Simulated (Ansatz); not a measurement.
Clean, relaxed (100) surface of WC, space group P-6m2 (No. 187) (top face towards +c; atoms held fixed, by place in the list: 1, 2, 3):

```
CELL_PARAMETERS angstrom
2.82761 0.00000 0.00000
0.00000 2.89841 0.00000
0.00000 0.00000 22.85690
ATOMIC_POSITIONS crystal
C 0.50000 0.00000 0.37188
W 0.00000 0.50000 0.40848
C 0.50000 0.50000 0.48170
W 0.00000 0.00000 0.51833
C 0.50000 0.00000 0.59194
W 0.00000 0.50000 0.62590
```

Level of theory: DFT PBEsol, scalar-relativistic, plane waves, PAW (Ansatz 0.2.0). Settings: cutoff 420 eV, Γ-centred mesh 10×10×1 on the computed 6-atom cell, Gaussian smearing of 0.10 eV; no spin polarisation. The cell repeats along c with a dipole correction in the vacuum.

CH is put at the bridge (C-W) at (0.25, 0.75) site, one adsorbate per 8.2 Å², and relaxed. The adsorption energy is E(slab + adsorbate) − E(slab) − E(free adsorbate, spin-polarised where open-shell). Heights count from the highest slab atom after relaxation. Bonded neighbours lie within 1.25 times the sum of covalent radii (1.35 for H) and, on that scale, within 12 % of the closest. With the adsorbate the cell is lengthened along c to keep the vacuum.

Problem. How strongly does it bind, and where does its anchoring atom end?

Solution. -6.62 eV; at (0.50, 0.68), 2 bonded neighbours (W).

Problem. How high does its anchoring atom sit over the highest slab atom, and what is the shortest contact with the surface?

Solution. 1.43 Å; C–W 2.07 Å.

Problem. The clean face has a work function of 5.33 eV. How does the adsorbate change it?

Solution. By -1.02 eV.

Problem. Does the adsorbate stay in one piece?

Solution. Yes.

Each end is the local minimum or symmetric point that its start leads to. The slab is only 5.9 Å thick, so the energies aren't converged with thickness.

The adsorbed runs have no spin polarisation, so weakly bound open-shell ends lie too high.